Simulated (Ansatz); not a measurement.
# BaTe: the cost of one run

Method: DFT PBEsol, scalar-relativistic, plane waves, PAW, in Ansatz 0.2.0.

**1. The system as given**

The structure is cubic, space group Pm-3m (No. 221). Conventional cell: a = 4.262 Å, b = 4.262 Å, c = 4.262 Å, α = 90.00°, β = 90.00°, γ = 90.00°. Around Ba (site symmetry m-3m) lie 8 Te at 3.69 Å. Te (site symmetry m-3m) has 8 Ba at 3.69 Å as nearest neighbours.

Coordinates:

```
CELL_PARAMETERS angstrom
4.26247 0.00000 0.00000
0.00000 4.26247 0.00000
0.00000 0.00000 4.26247
ATOMIC_POSITIONS crystal
Ba 0.00000 0.00000 0.00000
Te 0.50000 0.50000 0.50000
```

The structure comes from the Materials Project (structure only).

**2. Probe: one point at the start**

Contents of input.yaml:

```yaml
crystal:
  lattice:
    - [4.262466, 0.0, 0.0]
    - [0.0, 4.262466, 0.0]
    - [0.0, 0.0, 4.262466]
  atoms:
    - { symbol: Ba, position: [0.0, 0.0, 0.0] }
    - { symbol: Te, position: [0.5, 0.5, 0.5] }
basis:
  ecutwfc: 420
kpoints:
  mp_grid: { grid: [4, 4, 4] }
hamiltonian:
  xc: pbesol
scf:
  occupations: { method: gaussian, width: 0.1 }
output:
  forces: true
  stress: true
  eigenvalues: true
```

What time and memory should one allow on 1 thread of an Arm CPU, shared host?

About 1.3 s, with a peak of 0.29 GiB.
